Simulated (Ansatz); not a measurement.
LiH in the CsCl-type structure, relaxed with r2SCAN in the plane-wave code Ansatz. The symmetry is Pm-3m (No. 221, cubic); conventional cell a = 2.502 Å, 7.83 Å³ an atom. Li is surrounded by 8 H at 2.17 Å; H is surrounded by 8 Li at 2.17 Å.

The axes x, y and z are those of this cell:
```yaml
crystal:
  lattice:
    - [2.50166, 0.00000, 0.00000]
    - [0.00000, 2.50166, 0.00000]
    - [0.00000, 0.00000, 2.50166]
  atoms:
    - { symbol: Li, position: [0.00000, 0.00000, 0.00000] }
    - { symbol: H, position: [0.50000, 0.50000, 0.50000] }
```

Unstrained: The PBE gap is indirect, 0.707 eV (R to X), below the direct gap of 4.216 eV at M. The r2SCAN gap is indirect, 1.124 eV (R to X), below the direct gap of 4.918 eV at M. HSE06 gives an indirect gap of 1.407 eV, from R to X; the least direct gap is 5.266 eV at M. Meshes: PBE 10×10×10, r2SCAN 10×10×10, HSE06 8×8×8. Strains are changes of length per length. After each strain the atoms were relaxed again with r2SCAN within the symmetry that the strain leaves, so tilts or polar shifts that break it weren't tested; points keep the names that they have in the unstrained zone. Spin-unpolarised throughout. Whether this structure exists isn't addressed.

(1) One strain changed the r2SCAN stress by xx -2.49, yy -2.49, zz +12.24 GPa (compression positive) and the gap by -0.273 eV (PBE), -0.291 eV (r2SCAN), -0.270 eV (HSE06). Which kind of strain was it, and roughly how large?

(2) One strain changed the r2SCAN stress by xx +0.69, yy +0.69, zz -0.05 GPa (compression positive) and the gap by -0.027 eV (PBE), -0.031 eV (r2SCAN), -0.026 eV (HSE06). Which kind of strain was it, and roughly how large?

(3) Estimate what biaxial +1.43 % in x and y, z held does to the gap.

## Answers

(1) Uniaxial -5.73 % along z, other directions held. The pattern of the stress gives the kind; the size needs the stiffness, so it is an estimate.

(2) Epitaxial -0.51 % in the xy plane, free normal strain -0.20 %. The pattern of the stress gives the kind; the size needs the stiffness, so it is an estimate.

(3) PBE: the gap goes from 0.707 to 0.661 eV (-0.046 eV). r2SCAN: the gap goes from 1.124 to 1.077 eV (-0.047 eV). HSE06: the gap goes from 1.407 to 1.356 eV (-0.051 eV). The r2SCAN energy rises by 1.4 meV an atom.

The meshes of the hybrids are coarse, so their gaps aren't converged to the digits shown.
